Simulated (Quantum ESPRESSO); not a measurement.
Crystal: Te2Mo.

```
Mo Te
1.0
     2.07167    1.19608    6.26345
    -2.07167    1.19608    6.26345
     0.00000   -2.39216    6.26345
Mo Te
1 2
Direct
  0.00000 0.00000 0.00000
  0.25200 0.25200 0.25200
  0.74800 0.74800 0.74800
```

The cell was built by a generator and needn't be a form met in nature.

Base run:

| Quantity | Value |
| --- | --- |
| Program | Quantum ESPRESSO 7.5 |
| Functional | PBE |
| Potentials or basis | PseudoDojo 0.4.1 SR PBE standard |
| Cutoff | 1088 eV |
| Density cutoff | 4354 eV |
| k mesh | 5 × 5 × 5 |
| Occupations | gaussian, width 0.05 eV |
| Spin | collinear spin, ferromagnetic start |
| Starting moments | [2.0, 0.0, 0.0] μB |
| Hubbard terms | Mo d U = 6 eV |

Its results: band gap on the k mesh none (metal or under the smearing width); pressure 0.9 GPa; net moment 2.40 μB per cell; site moments Mo +2.56; Te -0.27 μB; largest force 0.085 eV/Å.

**Question.** The run is repeated on the same cell with these changes: functional from PBE to RPBE. What comes out?

**Answer.** Band gap on the k mesh none (metal or under the smearing width); pressure 2.7 GPa; net moment 2.37 μB per cell; site moments Mo +2.59; Te -0.29 μB; largest force 0.176 eV/Å.

RPBE binds less tightly than PBE, so the same cell stands under more pressure.

Caveats: the U is typed as a test and isn't derived for this compound; the potentials were made for another functional, which shifts forces and pressure (some runs).
